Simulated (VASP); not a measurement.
# A point defect in a supercell of LaAl2Ag3, part 3 of 4

How easily does a point defect form in LaAl2Ag3? The host is relaxed first, then a supercell is run with and without the defect. The start is a cell from a database of measured crystal structures.

VASP 6.6.1, plane waves and PAW; the level of theory is named at each step.

So far. Step 2 (Relaxing the host crystal): An edge changed by 7 % against the database cell. In a metal the coarse mesh may share the blame. Step 3 (The perfect supercell): The host is treated as a metal, as its relaxation found a gap under 0.3 eV or none, and only the neutral defect is run.

## Step 4: Reference C

This step: PBEsol; plane waves and PAW (C) (VASP 6.6.1).

System of this step: C. The structure is cubic, space group Fd-3m (No. 227). The conventional cell has a = 3.570 Å, b = 3.570 Å, c = 3.570 Å, α = 90.00°, β = 90.00°, γ = 90.00°. Nearest to C lie 4 C at 1.55 Å.

The reference for C is its crystal, relaxed at the cutoff of the large cell.

INCAR

```
SYSTEM = C
PREC = Normal
ENCUT = 400
EDIFF = 1E-05
NELM = 120
ISMEAR = 0
SIGMA = 0.1
LREAL = Auto
ALGO = Fast
GGA = PS
NBANDS = 10
LORBIT = 11
LWAVE = .FALSE.
LCHARG = .FALSE.
KPAR = 4
IBRION = 2
NSW = 25
ISIF = 3
EDIFFG = -0.02
POTIM = 0.4
```

POSCAR

```
C
1.0
    0.0000000000      1.7850000000      1.7850000000
    1.7850000000      0.0000000000      1.7850000000
    1.7850000000      1.7850000000      0.0000000000
C
2
Direct
    0.0000000000      0.0000000000      0.0000000000
    0.2500000000      0.2500000000      0.2500000000
```

KPOINTS

```
Automatic mesh
0
Gamma
13 13 13
0 0 0
```

PAW data sets: C (PBE family, release 64).

Started as:

```console
$ mpirun -np 4 vasp_std
```

Output:

```text
[banner, memory and clock lines left out]
running    4 mpi-ranks, on    1 nodes
 distrk:  each k-point on    1 cores,    4 groups
 distr:  one band on    1 cores,    1 groups

 POSCAR found type information on POSCAR C
 POSCAR found :  1 types and       2 ions
|                                                                             |
|               ----> ADVICE to this user running VASP <----                  |
|                                                                             |
|     You have a (more or less) 'small supercell' and for smaller cells       |
|     it is recommended to use the reciprocal-space projection scheme!        |
|     The real-space optimization is not efficient for small cells and it     |
|     is also less accurate ...                                               |
|     Therefore, set LREAL=.FALSE. in the INCAR file.                         |
|                                                                             |

 [... a notice as in an earlier step ...]

 LDA part: xc-table for (Slater+PW92), standard interpolation
 POSCAR, INCAR and KPOINTS ok, starting setup
 FFT: planning ... GRIDC
 FFT: planning ... GRID_SOFT
 FFT: planning ... GRID
 WAVECAR not read
 entering main loop
       N       E                     dE             d eps       ncg     rms          rms(c)
DAV:   1    -0.443189789702E+01   -0.44319E+01   -0.41853E+03  1754   0.636E+02
DAV:   2    -0.196317558377E+02   -0.15200E+02   -0.14511E+02  2296   0.107E+02
DAV:   3    -0.199059194078E+02   -0.27416E+00   -0.27373E+00  1984   0.113E+01
DAV:   4    -0.199063794862E+02   -0.46008E-03   -0.46006E-03  1818   0.543E-01
DAV:   5    -0.199063799242E+02   -0.43803E-06   -0.43800E-06  1912   0.162E-02    0.562E+00
RMM:   6    -0.194256565575E+02    0.48072E+00   -0.17913E-01  1680   0.309E+00    0.332E+00
RMM:   7    -0.192567879253E+02    0.16887E+00   -0.25611E-01  1680   0.388E+00    0.685E-01
RMM:   8    -0.192575596370E+02   -0.77171E-03   -0.77494E-03  1680   0.902E-01    0.602E-02
RMM:   9    -0.192576196239E+02   -0.59987E-04   -0.60963E-04  1674   0.234E-01    0.245E-02
RMM:  10    -0.192576291606E+02   -0.95367E-05   -0.63049E-05  1651   0.654E-02
   1 F= -.19257629E+02 E0= -.19257629E+02  d E =-.192576E+02
 curvature:   0.00 expect dE= 0.000E+00 dE for cont linesearch  0.000E+00
 trial: gam= 0.00000 g(F)=  0.148E-44 g(S)=  0.258E-01 ort = 0.000E+00 (trialstep = 0.100E+01)
 search vector abs. value=  0.258E-01
 bond charge predicted
       N       E                     dE             d eps       ncg     rms          rms(c)
DAV:   1    -0.192651555931E+02   -0.75360E-02   -0.40444E-01  1862   0.552E+00    0.588E-01
RMM:   2    -0.192603214299E+02    0.48342E-02   -0.40645E-03  1680   0.564E-01    0.324E-01
RMM:   3    -0.192583616648E+02    0.19598E-02   -0.24195E-03  1680   0.386E-01    0.334E-02
RMM:   4    -0.192583660542E+02   -0.43894E-05   -0.97465E-05  1669   0.105E-01
   2 F= -.19258366E+02 E0= -.19258366E+02  d E =-.736894E-03
 trial-energy change:   -0.000737  1 .order   -0.000151   -0.025811    0.025509
 step:   0.5200(harm=  0.5029)  dis= 0.00000  next Energy=   -19.264423 (dE=-0.679E-02)
 bond charge predicted
       N       E                     dE             d eps       ncg     rms          rms(c)
DAV:   1    -0.192659892313E+02   -0.76276E-02   -0.91460E-02  1790   0.260E+00    0.280E-01
RMM:   2    -0.192649071294E+02    0.10821E-02   -0.89370E-04  1680   0.262E-01    0.155E-01
RMM:   3    -0.192644698939E+02    0.43724E-03   -0.54436E-04  1680   0.182E-01    0.137E-02
RMM:   4    -0.192644702260E+02   -0.33216E-06   -0.22079E-05  1508   0.499E-02
   3 F= -.19264470E+02 E0= -.19264470E+02  d E =-.684107E-02
 curvature:  -0.25 expect dE=-0.827E-07 dE for cont linesearch -0.827E-07
 trial: gam=-0.00356 g(F)=  0.189E-44 g(S)=  0.329E-06 ort = 0.922E-04 (trialstep = 0.904E+00)
 search vector abs. value=  0.104E-09
 reached required accuracy - stopping structural energy minimisation
```

Wall time 3 s (4 MPI ranks of Intel Xeon Platinum 8488C (Sapphire Rapids), shared host); peak memory 0.4 GiB.

OUTCAR, selected parts (step 4):

```text
  LATTYP: Found a face centered cubic cell.
 ALAT       =     3.5700000000

 Subroutine GETGRP returns: Found 48 space group operations
 (whereof 24 operations were pure point group operations)

The static configuration has the point symmetry T_d .
 The point group associated with its full space group is O_h .

 Found     84 irreducible k-points:

   k-points           NKPTS =     84   k-points in BZ     NKDIM =     84   number of bands    NBANDS=     10

   dimension x,y,z NGX =    12 NGY =   12 NGZ =   12
   dimension x,y,z NGXF=    24 NGYF=   24 NGZF=   24

   ENCUT  =  400.0 eV  29.40 Ry    5.42 a.u.   4.12  4.12  4.12*2*pi/ulx,y,z

   NELECT =       8.0000    total number of electrons

 E-fermi :  10.4670

 k-point     1 :       0.0000    0.0000    0.0000
  band No.  band energies     occupation
      1     -11.7974      2.00000
      2       9.9826      2.00000
      3       9.9837      2.00000
      4       9.9837      2.00000
      5      15.5671      0.00000
      6      15.5689      0.00000
      7      15.5689      0.00000
      8      23.7255      0.00000
      9      29.1484      0.00000
    ...

 k-point     2 :       0.0769    0.0000    0.0000
  band No.  band energies     occupation
      1     -11.6311      2.00000
      2       8.8889      2.00000
      3       9.6931      2.00000
      4       9.6941      2.00000
      5      15.9442      0.00000
      6      15.9458      0.00000
      7      16.2124      0.00000
      8      23.8522      0.00000
      9      29.4344      0.00000
    ...

  Total       -0.0023845     -0.0023845     -0.0023845     -0.0000000      0.0000000     -0.0000000
  in kB       -0.3427099     -0.3427099     -0.3427099     -0.0000000      0.0000000     -0.0000000
  external PRESSURE =      -0.3427099 kB  Pullay stress =       0.0000000 kB

  energy-cutoff  :      400.00
  volume of cell :       11.15
      direct lattice vectors                 reciprocal lattice vectors
     0.000000000  1.773039195  1.773039195    -0.282001662  0.282001662  0.282001662
     1.773039195 -0.000000000  1.773039195     0.282001662 -0.282001662  0.282001662
     1.773039195  1.773039195  0.000000000     0.282001662  0.282001662 -0.282001662

 POSITION                                       TOTAL-FORCE (eV/Angst)
 -----------------------------------------------------------------------------------
      0.00000      0.00000      0.00000        -0.000000     -0.000000     -0.000000
      0.88652      0.88652      0.88652         0.000000      0.000000      0.000000
 -----------------------------------------------------------------------------------
    total drift:                               -0.000000     -0.000000      0.000000

  FREE ENERGIE OF THE ION-ELECTRON SYSTEM (eV)
  ---------------------------------------------------
  free  energy   TOTEN  =       -19.2644702260 eV

  energy  without entropy=      -19.2644702260  energy(sigma->0) =      -19.26447023

 total charge
# of ion       s       p       d       tot
------------------------------------------
    1        0.830   1.765   0.000   2.595
    2        0.830   1.765   0.000   2.595
--------------------------------------------------
tot          1.660   3.530   0.000   5.189

[... 1 part as in an earlier step ...]

[... 7 further parts left out ...]
```

The gap is read on the k-mesh alone, so it is an upper bound where the band edges lie off the mesh. The run keeps the 48 symmetry operations of its start, so it cannot find a distortion of lower symmetry.

Step by step:

```tsv
step	energy less that of the first step (eV)	largest force (eV/Å)	pressure (GPa)	volume (Å³)
1	0.0000	0.0000	-9.41	11.37
2	-0.0007	0.0000	9.66	10.94
3	-0.0068	0.0000	-0.03	11.15
```

```tsv
conventional cell, symmetrised	before	after	change
a (Å)	3.570	3.546	-0.7 %
b (Å)	3.570	3.546	-0.7 %
c (Å)	3.570	3.546	-0.7 %
volume (Å³/atom)	5.69	5.57	-2.0 %
```

The relaxed structure:

```cif
data_structure
_symmetry_space_group_name_H-M 'P 1'
_symmetry_Int_Tables_number 1
_cell_length_a 2.5075
_cell_length_b 2.5075
_cell_length_c 2.5075
_cell_angle_alpha 60.000
_cell_angle_beta 60.000
_cell_angle_gamma 60.000
_cell_volume 11.15
loop_
_atom_site_label
_atom_site_type_symbol
_atom_site_fract_x
_atom_site_fract_y
_atom_site_fract_z
_atom_site_occupancy
C1 C 0.00000 0.00000 0.00000 1
C2 C 0.25000 0.25000 0.25000 1
```

Numbers from this step:

- electronic cycles: 18
- electrons: 8
- free energy (TOTEN): -19.26 eV
- Fermi energy: 10.47 eV
- labelled metallic, from the levels on this mesh: no
- gap on the k-mesh: 4.030 eV
- least direct gap on the k-mesh: 5.583 eV

The run ended after 3 ionic steps, 0.007 eV below its first step, once forces and stress met EDIFFG = -0.02.

Energy at zero smearing: -19.26447 eV.

## Step 5: Reference Al

This step: PBEsol; plane waves and PAW (Al) (VASP 6.6.1).

System of this step: Al. It takes space group Fm-3m (No. 225, cubic). The conventional cell has a = 4.050 Å, b = 4.050 Å, c = 4.050 Å, α = 90.00°, β = 90.00°, γ = 90.00°. Nearest to Al lie 12 Al at 2.86 Å.

The reference for Al is its crystal, relaxed at the cutoff of the large cell.

Changes to INCAR since step 4:

```diff
@@ -1,2 +1,2 @@
-SYSTEM = C
+SYSTEM = Al
 PREC = Normal
@@ -5,3 +5,3 @@
 NELM = 120
-ISMEAR = 0
+ISMEAR = 1
 SIGMA = 0.1
@@ -10,3 +10,3 @@
 GGA = PS
-NBANDS = 10
+NBANDS = 7
 LORBIT = 11
```

POSCAR

```
Al
1.0
    0.0000000000      2.0250000000      2.0250000000
    2.0250000000      0.0000000000      2.0250000000
    2.0250000000      2.0250000000      0.0000000000
Al
1
Direct
    0.0000000000      0.0000000000      0.0000000000
```

KPOINTS

```
Automatic mesh
0
Gamma
11 11 11
0 0 0
```

PAW data sets: Al (PBE family, release 64).

Started as:

```console
$ mpirun -np 4 vasp_std
```

Output:

```text
[banner, memory and clock lines left out]
running    4 mpi-ranks, on    1 nodes
 distrk:  each k-point on    1 cores,    4 groups
 distr:  one band on    1 cores,    1 groups

 POSCAR found type information on POSCAR Al
 POSCAR found :  1 types and       1 ions
 [... a notice as in an earlier step ...]

 [... a notice as in an earlier step ...]

 LDA part: xc-table for (Slater+PW92), standard interpolation
 POSCAR, INCAR and KPOINTS ok, starting setup
 FFT: planning ... GRIDC
 FFT: planning ... GRID_SOFT
 FFT: planning ... GRID
 WAVECAR not read
 entering main loop
       N       E                     dE             d eps       ncg     rms          rms(c)
DAV:   1    -0.321369313804E+01   -0.32137E+01   -0.73332E+02   868   0.177E+02
DAV:   2    -0.412097420879E+01   -0.90728E+00   -0.90197E+00  1169   0.177E+01
DAV:   3    -0.412533616028E+01   -0.43620E-02   -0.43620E-02  1022   0.127E+00
DAV:   4    -0.412534481869E+01   -0.86584E-05   -0.86582E-05  1232   0.468E-02
DAV:   5    -0.412534482844E+01   -0.97433E-08   -0.93038E-08  1071   0.124E-03    0.138E+00
RMM:   6    -0.410846082818E+01    0.16884E-01   -0.15151E-03   784   0.214E-01    0.797E-01
RMM:   7    -0.409704586137E+01    0.11415E-01   -0.44803E-03   784   0.357E-01    0.133E-01
RMM:   8    -0.409705996254E+01   -0.14101E-04   -0.22870E-04   784   0.995E-02    0.322E-02
RMM:   9    -0.409706377965E+01   -0.38171E-05   -0.33825E-05   784   0.416E-02
   1 F= -.40970638E+01 E0= -.40966166E+01  d E =-.409706E+01
 curvature:   0.00 expect dE= 0.000E+00 dE for cont linesearch  0.000E+00
 trial: gam= 0.00000 g(F)=  0.920E-67 g(S)=  0.480E-02 ort = 0.000E+00 (trialstep = 0.100E+01)
 search vector abs. value=  0.480E-02
 bond charge predicted
       N       E                     dE             d eps       ncg     rms          rms(c)
DAV:   1    -0.409973789235E+01   -0.26779E-02   -0.28175E-02   910   0.764E-01    0.153E-01
RMM:   2    -0.409960078460E+01    0.13711E-03   -0.13940E-04   782   0.971E-02    0.690E-02
RMM:   3    -0.409951027231E+01    0.90512E-04   -0.39839E-05   784   0.345E-02    0.161E-02
RMM:   4    -0.409950946559E+01    0.80672E-06   -0.99353E-06   555   0.200E-02
   2 F= -.40995095E+01 E0= -.40991074E+01  d E =-.244569E-02
 trial-energy change:   -0.002446  1 .order   -0.002393   -0.004800    0.000014
 step:   0.9973(harm=  0.9971)  dis= 0.00000  next Energy=    -4.099509 (dE=-0.245E-02)
 reached required accuracy - stopping structural energy minimisation
```

Elapsed: 2 s, on 4 MPI ranks; peak memory 0.4 GiB.

OUTCAR, selected parts (step 5):

```text
   k-points           NKPTS =     56   k-points in BZ     NKDIM =     56   number of bands    NBANDS=      7

   ENCUT  =  400.0 eV  29.40 Ry    5.42 a.u.   4.67  4.67  4.67*2*pi/ulx,y,z

   NELECT =       3.0000    total number of electrons

 E-fermi :   8.1370

 k-point     1 :       0.0000    0.0000    0.0000
  band No.  band energies     occupation
      1      -3.1193      2.00000
      2      20.8218      0.00000
      3      20.8218      0.00000
      4      20.8218      0.00000
      5      22.4427      0.00000
      6      22.4427      0.00000
    ...

  Total        0.0005977      0.0005977      0.0005977      0.0000000      0.0000000     -0.0000000
  in kB        0.0590425      0.0590425      0.0590425      0.0000000      0.0000000     -0.0000000
  external PRESSURE =       0.0590425 kB  Pullay stress =       0.0000000 kB

 POSITION                                       TOTAL-FORCE (eV/Angst)
 -----------------------------------------------------------------------------------
      2.00909      4.01817      2.00909         0.000000      0.000000      0.000000
 -----------------------------------------------------------------------------------
    total drift:                                0.000000      0.000000     -0.000000

  FREE ENERGIE OF THE ION-ELECTRON SYSTEM (eV)
  ---------------------------------------------------
  free  energy   TOTEN  =        -4.0995094656 eV

  energy  without entropy=       -4.0983031402  energy(sigma->0) =       -4.09910736

[... 1 part as in an earlier step ...]

[... 15 further parts left out ...]
```

CONTCAR:

```
Al
   1.00000000000000
     0.0000000000000000    2.0090871569083308    2.0090871569083308
     2.0090871569083308   -0.0000000000000000    2.0090871569083308
     2.0090871569083308    2.0090871569083308    0.0000000000000000
  Al
     1
Direct
     1.0000000000000000    0.0000000000000000    1.0000000000000000
```

This run has no spin polarisation. Its electron count is odd, so without a moment it is a metal by construction.

Step by step:

```tsv
step	energy less that of the first step (eV)	largest force (eV/Å)	pressure (GPa)	volume (Å³)
1	0.0000	0.0000	-1.96	16.61
2	-0.0024	0.0000	0.01	16.22
```

```tsv
conventional cell, symmetrised	before	after	change
a (Å)	4.050	4.018	-0.8 %
b (Å)	4.050	4.018	-0.8 %
c (Å)	4.050	4.018	-0.8 %
volume (Å³/atom)	16.61	16.22	-2.3 %
```

Final coordinates:

```cif
data_structure
_symmetry_space_group_name_H-M 'P 1'
_symmetry_Int_Tables_number 1
_cell_length_a 2.8413
_cell_length_b 2.8413
_cell_length_c 2.8413
_cell_angle_alpha 60.000
_cell_angle_beta 60.000
_cell_angle_gamma 60.000
_cell_volume 16.22
loop_
_atom_site_label
_atom_site_type_symbol
_atom_site_fract_x
_atom_site_fract_y
_atom_site_fract_z
_atom_site_occupancy
Al1 Al 0.00000 0.00000 0.00000 1
```

This step gave:

| Property | Result |
| --- | --- |
| electronic cycles | 13 |
| electrons | 3 |
| free energy (TOTEN) | -4.100 eV |
| energy at zero smearing | -4.099 eV |
| Fermi energy | 8.137 eV |
| labelled metallic, from the levels on this mesh | yes |

The run ended after 2 ionic steps, 0.002 eV below its first step, once forces and stress met EDIFFG = -0.02.

Energy at zero smearing: -4.09911 eV.

(Continued in part 4 of 4.)

[Lines on the potential files, build, host, timing and source positions are cut from VASP's logs without a mark.]

[Logs are printed without paths, hosts, clocks, repeated set-up lines and the standing remarks that a program may print on its own settings, such as how far it seeks lower states.]

[Hosts, paths, dates, database ids (printed as entryN), source tags and the programs' standing remarks are cut or masked in the printed files.]

[In band tables of VASP the shares of atoms and orbitals are scaled to a sum of 1 inside the atoms' spheres.]

[Runs that stopped without an error message from VASP are left out.]
